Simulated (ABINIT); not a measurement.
# InPd (Pm-3m) in ABINIT: reference runs

Aim: a first look at InPd with PBE, on the cell as given and on a disturbed one.

Program: ABINIT 10.8.3 (patched build). These are calculated values, not measurements. Logs are shortened: lines on timing, memory, paths and dates and some standing lists are left out, and cuts for length are marked. The log counts tension as positive stress, the text compression.

### Step 1. The crystal as given

It takes space group Pm-3m (No. 221, cubic). Conventional cell: a = 3.272 Å, b = 3.272 Å, c = 3.272 Å, α = 90.00°, β = 90.00°, γ = 90.00°. Around In (site symmetry m-3m) lie 8 Pd at 2.83 Å. Pd (site symmetry m-3m) has 8 In at 2.83 Å as nearest neighbours.

The cell comes from a database or a generator and needn't be the stable form of this composition.

### Step 2. Single point, PBE

File run.abi:

```
pp_dirpath "./"
pseudos "In.GGA_PBE-JTH.xml, Pd.GGA_PBE-JTH.xml"

structure "poscar:POSCAR"
natom 2

ecut 598.650497 eV
pawecutdg 44.0

kptopt 1
ngkpt 8 8 8
nshiftk 1
shiftk 0.0 0.0 0.0

ixc 11

nband 20
occopt 3
tsmear 0.05 eV

nstep 100
tolvrs 1.0e-9

iomode 3
prtwf 0
prtden 0
prteig 0
prtebands 0
enunit 2
```

File POSCAR:

```
InPd
1.0
    3.2718847800      0.0000000000      0.0000000000
    0.0000000000      3.2718847800      0.0000000000
    0.0000000000      0.0000000000      3.2718847800
In Pd
1 1
Direct
    0.0000000000      0.0000000000      0.0000000000  In
    0.5000000000      0.5000000000      0.5000000000  Pd
```

Potentials or basis: JTH PAW PBE v2.0.

The run is started by

```bash
abinit run.abi > log 2>&1
```

run.abo:

```text
.Version 10.8.3 of ABINIT
 Symmetries : space group Pm -3 m (#221); Bravais cP (primitive cubic)
================================================================================
 Values of the parameters that define the memory need of the present run
     intxc =       0    ionmov =       0      iscf =      17    lmnmax =      18
     lnmax =       6     mgfft =      30  mpssoang =       3    mqgrid =    3001
     natom =       2  nloc_mem =       2    nspden =       1   nspinor =       1
    nsppol =       1      nsym =      48    n1xccc =       1    ntypat =       2
    occopt =       3   xclevel =       2
       mpw =        1189          nfft =       27000          nkpt =          35
 PAW method is used; the additional fine FFT grid is defined by:
   mgfftf=        40    nfftf =     64000
================================================================================
================================================================================

--------------------------------------------------------------------------------
------------- Echo of variables that govern the present computation ------------
--------------------------------------------------------------------------------
 -outvars: echo values of preprocessed input variables --------
            acell      1.0000000000E+00  1.0000000000E+00  1.0000000000E+00 Bohr
              amu      1.14820000E+02  1.06420000E+02
             ecut      2.20000000E+01 Hartree
           enunit           2
              ixc          11
         kptrlatt        8    0    0      0    8    0      0    0    8
          kptrlen      4.94637292E+01
            natom           2
            nband          20
            ngfft          30      30      30
          ngfftdg          40      40      40
             nkpt          35
            nstep         100
             nsym          48
           ntypat           2
           occopt           3
        pawecutdg      4.40000000E+01 Hartree
         pawxcdev           0
           prtden           0
        prtebands           0
           prteig           0
            prtwf           0
            rprim      6.1829661497E+00  0.0000000000E+00  0.0000000000E+00
                       0.0000000000E+00  6.1829661497E+00  0.0000000000E+00
                       0.0000000000E+00  0.0000000000E+00  6.1829661497E+00
          spgroup         221
           tolvrs      1.00000000E-09
           tsmear      1.83746611E-03 Hartree
            typat      1  2
           useylm           1
           xangst      0.0000000000E+00  0.0000000000E+00  0.0000000000E+00
                       1.6359423900E+00  1.6359423900E+00  1.6359423900E+00
            xcart      0.0000000000E+00  0.0000000000E+00  0.0000000000E+00
                       3.0914830749E+00  3.0914830749E+00  3.0914830749E+00
             xred      0.0000000000E+00  0.0000000000E+00  0.0000000000E+00
                       5.0000000000E-01  5.0000000000E-01  5.0000000000E-01
            znucl       49.00000   46.00000

================================================================================

 chkinp: Checking input parameters for consistency.

================================================================================
== DATASET  1 ==================================================================

--- !DatasetInfo
iteration_state: {dtset: 1, }
dimensions: {natom: 2, nkpt: 35, mband: 20, nsppol: 1, nspinor: 1, nspden: 1, mpw: 1189, }
cutoff_energies: {ecut:  22.0, pawecutdg:  44.0, }
electrons: {nelect:   3.10000000E+01, charge:   0.00000000E+00, occopt:   3.00000000E+00, tsmear:   1.83746611E-03, }
meta: {optdriver: 0, ionmov: 0, optcell: 0, iscf: 17, paral_kgb: 0, }
...

 Exchange-correlation functional for the present dataset will be:
  GGA: Perdew-Burke-Ernzerhof functional - ixc=11
  J.P.Perdew, K.Burke, M.Ernzerhof, PRL 77, 3865 (1996)

 Real(R)+Recip(G) space primitive vectors, cartesian coordinates (Bohr,Bohr^-1):
 R(1)=  6.1829661  0.0000000  0.0000000  G(1)=  0.1617347  0.0000000  0.0000000
 R(2)=  0.0000000  6.1829661  0.0000000  G(2)=  0.0000000  0.1617347  0.0000000
 R(3)=  0.0000000  0.0000000  6.1829661  G(3)=  0.0000000  0.0000000  0.1617347
 Unit cell volume ucvol=  2.3636905E+02 bohr^3
 Angles (23,13,12)=  9.00000000E+01  9.00000000E+01  9.00000000E+01 degrees

 Coarse grid specifications (used for wave-functions):

 getcut: wavevector=  0.0000  0.0000  0.0000  ngfft=  30  30  30
         ecut(hartree)=     22.000   => boxcut(ratio)=   2.29799

 getcut : COMMENT -
  Note that boxcut > 2.2 ; recall that boxcut=Gcut(box)/Gcut(sphere) = 2
  is sufficient for exact treatment of convolution.
  Such a large boxcut is a waste : you could raise ecut
  e.g. ecut=   29.044141 Hartrees makes boxcut=2

 Fine grid specifications (used for densities):

[... 79 lines left out ...]
- [  0.0000000,   6.1829661,   0.0000000, ]
- [  0.0000000,   0.0000000,   6.1829661, ]
lattice_lengths: [   6.18297,    6.18297,    6.18297, ]
lattice_angles: [ 90.000,  90.000,  90.000, ] # degrees, (23, 13, 12)
lattice_volume:   2.3636905E+02
convergence: {deltae: -1.808E-11, res2:  2.542E-10, residm:  3.311E-05, diffor: null, }
etotal    :  -1.86893887E+02
entropy   :   0.00000000E+00
fermie    :   3.67698617E-01
cartesian_stress_tensor: # hartree/bohr^3
- [ -1.20276800E-04,   0.00000000E+00,   0.00000000E+00, ]
- [  0.00000000E+00,  -1.20276800E-04,   0.00000000E+00, ]
- [  0.00000000E+00,   0.00000000E+00,  -1.20276800E-04, ]
pressure_GPa:   3.5387E+00
xred      :
- [  0.0000E+00,   0.0000E+00,   0.0000E+00, In]
- [  5.0000E-01,   5.0000E-01,   5.0000E-01, Pd]
cartesian_forces: # hartree/bohr
- [ -0.00000000E+00,  -0.00000000E+00,  -0.00000000E+00, ]
- [ -0.00000000E+00,  -0.00000000E+00,  -0.00000000E+00, ]
force_length_stats: {min:   0.00000000E+00, max:   0.00000000E+00, mean:   0.00000000E+00, }
...

 Integrated electronic density in atomic spheres:
 ------------------------------------------------
 Atom  Sphere_radius  Integrated_density
    1        2.50645         11.20976993
    2        2.51165         16.93899826

================================================================================

 ----iterations are completed or convergence reached----

 Mean square residual over all n,k,spin=   65.075E-09; max=  33.107E-06
 reduced coordinates (array xred) for    2 atoms
       0.000000000000      0.000000000000      0.000000000000
       0.500000000000      0.500000000000      0.500000000000
 rms dE/dt=  0.0000E+00; max dE/dt=  0.0000E+00; dE/dt below (all hartree)
    1       0.000000000000      0.000000000000      0.000000000000
    2       0.000000000000      0.000000000000      0.000000000000

 cartesian coordinates (angstrom) at end:
    1      0.00000000000000     0.00000000000000     0.00000000000000
    2      1.63594239000000     1.63594239000000     1.63594239000000

 cartesian forces (hartree/bohr) at end:
    1     -0.00000000000000    -0.00000000000000    -0.00000000000000
    2     -0.00000000000000    -0.00000000000000    -0.00000000000000
 frms,max,avg= 0.0000000E+00 0.0000000E+00   0.000E+00  0.000E+00  0.000E+00 h/b

 cartesian forces (eV/Angstrom) at end:
    1     -0.00000000000000    -0.00000000000000    -0.00000000000000
    2     -0.00000000000000    -0.00000000000000    -0.00000000000000
 frms,max,avg= 0.0000000E+00 0.0000000E+00   0.000E+00  0.000E+00  0.000E+00 e/A
 length scales=  1.000000000000  1.000000000000  1.000000000000 bohr
              =  0.529177210544  0.529177210544  0.529177210544 angstroms
 Fermi (or HOMO) energy (hartree) =   0.36770   Average Vxc (hartree)=  -0.43937
 Eigenvalues (hartree) for nkpt=  35  k points:
 kpt#   1, nband= 20, wtk=  0.00195, kpt=  0.0000  0.0000  0.0000 (reduced coord)
  -2.73644   -1.47771   -1.47771   -1.47771   -0.17971   -0.17971   -0.16470   -0.16470
  -0.16470    0.00014    0.23039    0.23039    0.28705    0.28705    0.28705    0.52605
   0.52605    0.52605    0.71508    0.75933
      occupation numbers for kpt#   1
   2.00000    2.00000    2.00000    2.00000    2.00000    2.00000    2.00000    2.00000
   2.00000    2.00000    2.00000    2.00000    2.00000    2.00000    2.00000    0.00000
   0.00000    0.00000    0.00000    0.00000
 prteigrs : prtvol=0 or 1, do not print more k-points.

 Fermi (or HOMO) energy (eV) =  10.00559   Average Vxc (eV)= -11.95589
 Eigenvalues (   eV  ) for nkpt=  35  k points:
 kpt#   1, nband= 20, wtk=  0.00195, kpt=  0.0000  0.0000  0.0000 (reduced coord)
 -74.46244  -40.21061  -40.21061  -40.21061   -4.89022   -4.89022   -4.48177   -4.48177
  -4.48177    0.00375    6.26914    6.26914    7.81099    7.81099    7.81099   14.31462
  14.31462   14.31462   19.45839   20.66256
 prteigrs : prtvol=0 or 1, do not print more k-points.

--- !EnergyTerms
iteration_state     : {dtset: 1, }
comment             : Components of total free energy in Hartree
kinetic             :  2.71670494067674E+01
hartree             :  3.41159989873693E+01
xc                  : -1.18340352561222E+01
Ewald energy        : -1.43466230316954E+02
psp_core            :  9.33577891215707E+00
local_psp           : -1.03633709710303E+02
PAW spherical_terms :  1.42165227720769E+00
internal            : -1.86893495699878E+02
'-kT*entropy'       : -3.73757340765592E-04
total_energy        : -1.86893869457218E+02
total_energy_eV     : -5.08564126880632E+03
...

--- !EnergyTermsDC
iteration_state     : {dtset: 1, }
comment             : '"Double-counting" decomposition of free energy'
band_energy         : -1.29092538444664E+01
Ewald energy        : -1.43466230316954E+02
psp_core            :  9.33577891215707E+00
xc_dc               : -3.62998792900669E+01
PAW spherical_terms : -3.55392894937238E+00
internal            : -1.86893513488703E+02
'-kT*entropy'       : -3.73757340765592E-04
total_energy_dc     : -1.86893887246044E+02
total_energy_dc_eV  : -5.08564175286491E+03
...

--- !EnergyTermsWithPAWCore
iteration_state     : {dtset: 1, }
comment             : 'Components of total free energy, including PAW core contributions'
Total energy        : -1.09277846704612E+04
Total energy DC     : -1.09277846882501E+04
Total energy (eV)   : -2.97360169480831E+05
Total energy DC (eV): -2.97360169964890E+05
...

 Cartesian components of stress tensor (hartree/bohr^3)
  sigma(1 1)= -1.20276800E-04  sigma(3 2)=  0.00000000E+00
  sigma(2 2)= -1.20276800E-04  sigma(3 1)=  0.00000000E+00
  sigma(3 3)= -1.20276800E-04  sigma(2 1)=  0.00000000E+00

-Cartesian components of stress tensor (GPa)         [Pressure=  3.5387E+00 GPa]
- sigma(1 1)= -3.53866562E+00  sigma(3 2)=  0.00000000E+00
- sigma(2 2)= -3.53866562E+00  sigma(3 1)=  0.00000000E+00
- sigma(3 3)= -3.53866562E+00  sigma(2 1)=  0.00000000E+00

== END DATASET(S) ==============================================================
================================================================================

 -outvars: echo values of variables after computation  --------
            acell      1.0000000000E+00  1.0000000000E+00  1.0000000000E+00 Bohr
           etotal     -1.8689388725E+02
            fcart     -0.0000000000E+00 -0.0000000000E+00 -0.0000000000E+00
                      -0.0000000000E+00 -0.0000000000E+00 -0.0000000000E+00
            rprim      6.1829661497E+00  0.0000000000E+00  0.0000000000E+00
                       0.0000000000E+00  6.1829661497E+00  0.0000000000E+00
                       0.0000000000E+00  0.0000000000E+00  6.1829661497E+00
           strten     -1.2027679965E-04 -1.2027679965E-04 -1.2027679965E-04
                       0.0000000000E+00  0.0000000000E+00  0.0000000000E+00
           xangst      0.0000000000E+00  0.0000000000E+00  0.0000000000E+00
                       1.6359423900E+00  1.6359423900E+00  1.6359423900E+00
             xred      0.0000000000E+00  0.0000000000E+00  0.0000000000E+00
                       5.0000000000E-01  5.0000000000E-01  5.0000000000E-01
 Calculation completed.
```

Wall time 62 s (1 thread of Intel Xeon Platinum 8488C (Sapphire Rapids), shared host); peak memory 0.13 GiB.

Results:

```
Free energy                                           : -5085.6418 eV
Pressure                                              : 3.5 GPa
Band gap on the k mesh                                : none (metal or under the smearing width)
Valence electrons inside the program's atomic spheres : In 11.21; Pd 16.94
```

Levels at points of the mesh, in eV from the Fermi level:
| k point | band 14 | band 15 | band 16 | band 17 | band 18 | band 19 |
| --- | --- | --- | --- | --- | --- | --- |
| (0.00, 0.00, 0.00) | -2.19 | -2.19 | 4.31 | 4.31 | 4.31 | 9.45 |
| (0.50, 0.00, 0.00) | -3.18 | -2.27 | -1.04 | 9.61 | 9.61 | 9.97 |
| (0.50, 0.50, 0.00) | -2.22 | -2.22 | -1.62 | 1.52 | 2.56 | 9.53 |
| (0.50, 0.50, 0.50) | -1.58 | -0.01 | 3.92 | 3.92 | 3.92 | 4.46 |

[end of part 1 of 2]
